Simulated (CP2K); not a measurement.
The system is RuS2 (Laurite).

```
Ru S
1.0
     5.61060    0.00000    0.00000
     0.00000    5.61060    0.00000
     0.00000    0.00000    5.61060
Ru S
4 8
Direct
  0.00000 0.50000 0.50000
  0.50000 0.50000 0.00000
  0.50000 0.00000 0.50000
  0.00000 0.00000 0.00000
  0.38831 0.11169 0.88831
  0.11169 0.88831 0.38831
  0.88831 0.38831 0.11169
  0.61169 0.61169 0.61169
  0.61169 0.88831 0.11169
  0.88831 0.11169 0.61169
  0.11169 0.61169 0.88831
  0.38831 0.38831 0.38831
```

Base run:

* Program: CP2K 2026.2
* Functional: PBEsol
* Potentials or basis: POTENTIAL_UZH Ru GTH-PBE-q16, S GTH-PBE-q6; TZVP-MOLOPT-PBE-GTH basis
* Density cutoff: 6123 eV
* k mesh: 5 × 5 × 5
* Occupations: fermi-dirac, width 0.1 eV
* Spin: no spin polarisation

Its results: band gap on the k mesh 0.67 eV, indirect (least direct gap 0.85 eV).

Question: The run is repeated on the same cell with these changes: functional from PBEsol to TB-mBJ; density cutoff from 6123 eV to 9184 eV; cutoff of the grids from 450 Ry to 675 Ry. What comes out?

Answer: Band gap on the k mesh 1.11 eV, indirect (least direct gap 1.31 eV).

Caveats: the basis of atomic orbitals isn't converged, which shifts pressures, moduli and gaps; this is a model potential without an energy functional, so only levels have meaning (some runs).
